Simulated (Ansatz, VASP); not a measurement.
## One calculation of Al, two programs

```
CELL_PARAMETERS angstrom
0.00000 1.87583 1.87583
1.87583 0.00000 1.87583
1.87583 1.87583 0.00000
ATOMIC_POSITIONS crystal
Al 0.00000 0.00000 0.00000
```

Change from the starting cell: volume scaled by 0.8, LAPW.

Alike in both runs: task single point; functional PBE; k mesh 18 × 18 × 18; occupations fermi-dirac, width 0.05 eV; no spin polarisation.

|  | VASP | Ansatz |
| --- | --- | --- |
| version | VASP 6.6.1 | Ansatz 0.2.0 |
| potentials or method | VASP PAW PBE potentials, release 64 (Al), cutoff 520 eV | all-electron LAPW, scalar-relativistic |

VASP gave:

| Quantity | Value |
| --- | --- |
| pressure (GPa) | 28.4 |

Question: Which values does Ansatz return?

Answer: Pressure (GPa): 28.3.

Ansatz ran all-electron here, so the differences hold the error of VASP's frozen core and of both bases.

Caveats: so large a pressure means that the cell lies far from this level's equilibrium, or that cutoff or potentials fall short (VASP).
